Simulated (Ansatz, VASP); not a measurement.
**Two plane-wave programs on BaS**

```xyz
2
Lattice="0.0000 3.1663 3.1663 3.1663 0.0000 3.1663 3.1663 3.1663 0.0000" Properties=species:S:1:pos:R:3 pbc="T T T"
Ba    0.0619   -0.0619    0.0000
S     3.1663    3.1663    3.1663
```

Change from the starting cell: all Ba atoms moved +0.087 Å, as atom 1 along Cartesian [1 -1 0].

Alike in both runs: task single point; functional PBEsol; k mesh 8 × 8 × 8; occupations gaussian, width 0.05 eV; no spin polarisation.

```csv
,VASP,Ansatz
version,VASP 6.6.1,Ansatz 0.2.0
potentials or method,"VASP PAW PBE potentials, release 64 (Ba_sv, S)","scalar-relativistic, plane waves, PAW"
plane-wave cutoff (eV),520,420
valence electrons in the cell,16,16
```

```tsv
	VASP	Ansatz	Ansatz less VASP
gap on the k mesh at the Fermi level (eV)	1.97	2.07	+0.103
least direct gap on the mesh (eV)	2.08	2.15	+0.070
pressure (GPa)	0.7	0.1	-0.68
largest component of the traceless stress (GPa)	0.13	0.12	-0.012
rms of the force components (eV/Å)	0.113	0.102	-0.0102
```

Atom by atom the forces differ by 0.010 eV/Å (rms over components). The functional is the same, so the differences come from potentials, cutoffs and numerics.

Caveats: the PAW data sets were made with another functional, which shifts forces and pressure a little (VASP); spin-orbit coupling is left out, which moves the levels of the heavy elements. A k mesh can miss the band edges.
